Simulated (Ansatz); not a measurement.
Free-standing chains of the atoms of SnTe, named by their start (strip: triangular double chain, ladder: square double chain); atoms and period are relaxed, and energies count from relaxed bulk SnTe (Fm-3m, 32.97 Å³/atom, gap on the mesh 0.06 eV).

Method: Ansatz, DFT PBE, scalar-relativistic, plane waves, PAW.

Cutoff 420 eV, Gaussian smearing of 0.05 eV, energies at zero smearing, symmetry of each start kept, collinear spin where a moment is listed.

```csv
start,atoms,k mesh,excess energy (eV per host atom),period (Å),gap on the mesh (eV),highest filled level or Fermi level under vacuum (eV),size of the moment (μB per cell)
linear chain,2,1×1×11,0.966,5.634,0,4.27,0.36
dimerised chain,2,1×1×11,0.966,5.638,0,4.27,0.36
zigzag chain,2,1×1×13,0.435,4.044,1.70,-,0.00
ladder chain,4,1×1×11,0.466,6.318,0.56,4.37,0.00
strip chain*,2,1×1×21,0.438,4.046,1.66,5.39,0.00
```

* ends far from its start.

Spin-orbit coupling is left out, which matters for the bands of heavy elements. An odd mesh misses points on the zone edge, so a gap read on it can be too wide.

Each run keeps its start's symmetry and one magnetic start, so lower states can exist. Rows stand on unlike meshes and boxes, so starts that end alike can differ by a few hundredths of an eV per atom.

Cost: 5 runs of about 15 core-minutes in all, on Arm Neoverse V2 (shared hosts).